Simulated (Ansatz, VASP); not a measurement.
## Two plane-wave programs on ZnS

```xyz
2
Lattice="0.0000 2.7215 2.7215 2.7215 0.0000 2.7215 2.7215 2.7215 0.0000" Properties=species:S:1:pos:R:3 pbc="T T T"
Zn    1.3607    1.3607    1.3607
S     0.0000    0.0000    0.0000
```

Alike in both runs: functional PBE; k mesh 10 × 10 × 10; occupations gaussian, width 0.02 eV; no spin polarisation.

Ansatz relaxed the structure, and its values are those at the end. VASP's run is a single point on that final structure, the one shown.

|  | VASP | Ansatz |
| --- | --- | --- |
| version | VASP 6.6.1 | Ansatz 0.2.0 |
| potentials or method | VASP PAW PBE potentials, release 64 (Zn, S) | scalar-relativistic, plane waves, PAW |
| plane-wave cutoff (eV) | 520 | 420 |
| valence electrons in the cell | 18 | 18 |

VASP gave:

```
gap on the k mesh at the Fermi level (eV) : 2.02
least direct gap on the mesh (eV)         : 2.02
pressure (GPa)                            : 0.2
```

Task: What did Ansatz give for the same quantities?

Result: gap on the k mesh at the Fermi level (eV): 2.02; least direct gap on the mesh (eV): 2.02; pressure (GPa): 0.0.

With one functional, cell and mesh, what is left measures potentials, basis and numerics.
